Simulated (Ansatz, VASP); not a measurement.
Al in VASP and in Ansatz

```
Al
1.0
     0.00000    1.91171    2.07102
     1.91171    0.00000    2.07102
     1.91171    1.91171    0.00000
Al
1
Cartesian
  0.0000 0.0000 0.0000
```

Change from the starting cell: strain -0.040 along x and y, +0.040 along z, atoms carried along.

Alike in both runs: task single point; functional PBE; dispersion D3(BJ); k mesh 26 × 26 × 26; occupations gaussian, width 0.15 eV; no spin polarisation.

|  | VASP | Ansatz |
| --- | --- | --- |
| version | VASP 6.6.1 | Ansatz 0.2.0 |
| potentials or method | VASP PAW PBE potentials, release 64 (Al) | scalar-relativistic, plane waves, PAW |
| plane-wave cutoff (eV) | 520 | 420 |
| valence electrons in the cell | 3 | 3 |

|  | VASP | Ansatz | Ansatz less VASP |
| --- | --- | --- | --- |
| gap on the k mesh at the Fermi level (eV) | none | none | - |
| pressure (GPa) | 4.6 | 4.6 | +0.03 |
| largest component of the traceless stress (GPa) | 4.48 | 4.48 | +0.002 |

A gap of «none» marks a metal or a gap that the smearing closes.

Caveats: pairwise dispersion overbinds metals, which lowers pressure and volume.
